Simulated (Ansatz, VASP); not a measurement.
**Two plane-wave programs on NiO**

Contents of run.py:

```python
from ase import Atoms
from ase.calculators.vasp import Vasp
from ase.dft.bandgap import bandgap

atoms = Atoms(
    ['Ni', 'O'],
    cell=[[0.0, 2.0859016414, 2.0859016414], [2.0859016414, 0.0, 2.0859016414], [2.0859016414, 2.0859016414, 0.0]],
    scaled_positions=[[0.0, 0.0, 0.0], [0.5, 0.5, 0.5]],
    pbc=True,
)
atoms.set_initial_magnetic_moments([1.0, 0.0])
calc = Vasp(
    directory='calc',
    xc='pbesol',
    pp='PBE',
    setups='recommended',
    pp_version='54',
    prec='Accurate',
    encut=520,
    ediff=1e-07,
    ismear=0,
    sigma=0.05,
    lreal=False,
    lasph=True,
    nelm=150,
    algo='Normal',
    isif=2,
    lwave=False,
    lcharg=True,
    ispin=2,
    lorbit=11,
    lmaxmix=4,
    lelf=True,
    lvhar=True,
    kpts=[11, 11, 11],
    gamma=True,
)
atoms.calc = calc

print('energy (eV):', atoms.get_potential_energy())
print('free energy (eV):', atoms.get_potential_energy(force_consistent=True))
print('forces (eV/A):')
print(atoms.get_forces())
print('stress (eV/A^3, Voigt):', atoms.get_stress())
print('Fermi level (eV):', calc.get_fermi_level())
print('moment (muB):', atoms.get_magnetic_moment())
print('site moments (muB):', atoms.get_magnetic_moments())
gap, top, bottom = bandgap(calc)
print('band gap (eV):', gap, 'from (spin, k, band)', top, 'to', bottom)
```

The input input.yaml:

```yaml
crystal:
  lattice:
    - [0.0, 2.0859016414, 2.0859016414]
    - [2.0859016414, 0.0, 2.0859016414]
    - [2.0859016414, 2.0859016414, 0.0]
  atoms:
    - { symbol: Ni, position: [0.0, 0.0, 0.0], spin: 1.0 }
    - { symbol: O, position: [0.5, 0.5, 0.5] }
hamiltonian:
  xc: pbesol
  pseudopotentials: { kind: paw }
magnetization:
  spin_polarized: true
kpoints:
  mp_grid: { grid: [11, 11, 11] }
scf:
  occupations: { method: gaussian, width: 0.05 }
output:
  forces: true
  stress: true
  eigenvalues: true
  write_density: true
  write_potential: true
  elf: true
  volumetric_format: npy
```

Alike in both runs: task single point; functional PBEsol; k mesh 11 × 11 × 11; occupations gaussian, width 0.05 eV; collinear spin, ferromagnetic start.

```csv
,VASP,Ansatz
version,VASP 6.6.1,Ansatz 0.2.0
potentials or method,"VASP PAW PBE potentials, release 54 (Ni, O)",Ansatz PAW
plane-wave cutoff (eV),520,420
valence electrons in the cell,16,24
```

|  | VASP | Ansatz | Ansatz less VASP |
| --- | --- | --- | --- |
| gap on the k mesh at the Fermi level (eV) | none | none | - |
| pressure (GPa) | -7.8 | -7.7 | +0.16 |
| net moment per atom (μB) | 0.66 | 0.68 | +0.022 |
| size of the moment on the site where the two differ most (μB) | 0.19 | 0.20 | +0.018 |

Site moments also hang on the region over which each program counts them. A gap of «none» marks a metal or a gap that the smearing closes. The two sets of potentials don't hold the same shells in valence.

Caveats: a cell with one magnetic atom can't hold antiferromagnetic order, which such compounds often take; semilocal functionals often make such compounds metallic where correlation or magnetic order opens a gap, which also shifts bond lengths; the PAW data sets were made with another functional, which shifts forces and pressure a little (VASP); the pressure holds a Pulay correction of +0.7 GPa for the finite cutoff (Ansatz); the PAW data sets come from PBE, with cores solved anew for the run's functional, which leaves a small shift of forces and pressure (Ansatz). With open d or f shells a metallic result of PBEsol can be an artefact of self-interaction; +U or a hybrid may open a gap.
